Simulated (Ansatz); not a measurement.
VO2:

```
CELL_PARAMETERS angstrom
4.50720 0.00000 0.00000
0.00000 4.50720 0.00000
0.00000 0.00000 3.04445
ATOMIC_POSITIONS crystal
V 0.50000 0.50000 0.50000
V 0.00000 0.00000 0.00000
O 0.20036 0.79964 0.50000
O 0.79964 0.20036 0.50000
O 0.70036 0.70036 0.00000
O 0.29964 0.29964 0.00000
```

The cell is a database's computed one.

```yaml
Program: Ansatz 0.2.0
Task: relaxation of cell and atoms
Functional: PBE
Dispersion: D4
Potentials_or_basis: Ansatz PAW
Cutoff: "420 eV (not typed: the program's choice for these potentials)"
k_mesh: 6 × 6 × 9
Occupations: fermi-dirac, width 0.05 eV
Spin: collinear spin, ferromagnetic start
Starting_moments: "[2.0, 2.0, 0.0, 0.0, 0.0, 0.0] μB"
```

At the start: volume 10.31 Å³/atom.

**Question.** Where does the relaxation end?

**Answer.** It ends after 10 steps and the volume is 9.76 Å³/atom (-5.3 %); space group P4_2/mnm (No. 136, to 0.05 Å); moment 2.00 μB per cell.

The path:
| step | energy change (eV) | largest force (eV/Å) | volume (Å³) |
| --- | --- | --- | --- |
| 1 | 0.0000 | 0.2370 | 61.85 |
| 2 | -0.2881 | 0.4959 | 59.79 |
| 3 | -0.3640 | 0.1381 | 57.86 |
| 4 | -0.3728 | 0.0761 | 58.51 |
| 5 | -0.3729 | 0.0038 | 58.66 |
| 6 | -0.3731 | 0.0017 | 58.63 |
| 7 | -0.3730 | 0.0001 | 58.64 |
| 8 | -0.3663 | 0.0000 | 58.64 |
| 9 | -0.3667 | 0.0000 | 58.59 |
| 10 | -0.3664 | 0.0001 | 58.59 |

Final structure:
```cif
data_structure
_symmetry_space_group_name_H-M 'P 1'
_symmetry_Int_Tables_number 1
_cell_length_a 4.5533
_cell_length_b 4.5533
_cell_length_c 2.8259
_cell_angle_alpha 90.000
_cell_angle_beta 90.000
_cell_angle_gamma 90.000
_cell_volume 58.59
loop_
_atom_site_label
_atom_site_type_symbol
_atom_site_fract_x
_atom_site_fract_y
_atom_site_fract_z
_atom_site_occupancy
V1 V 0.50000 0.50000 0.50000 1
V2 V 0.00000 0.00000 0.00000 1
O1 O 0.20054 0.79946 0.50000 1
O2 O 0.79946 0.20054 0.50000 1
O3 O 0.70054 0.70054 0.00000 1
O4 O 0.29946 0.29946 0.00000 1
```

Caveat: the plane-wave basis is chosen anew once the cell has moved, so the energies of steps on either side of that aren't comparable; the pressure holds a Pulay correction of +0.8 GPa for the finite cutoff.
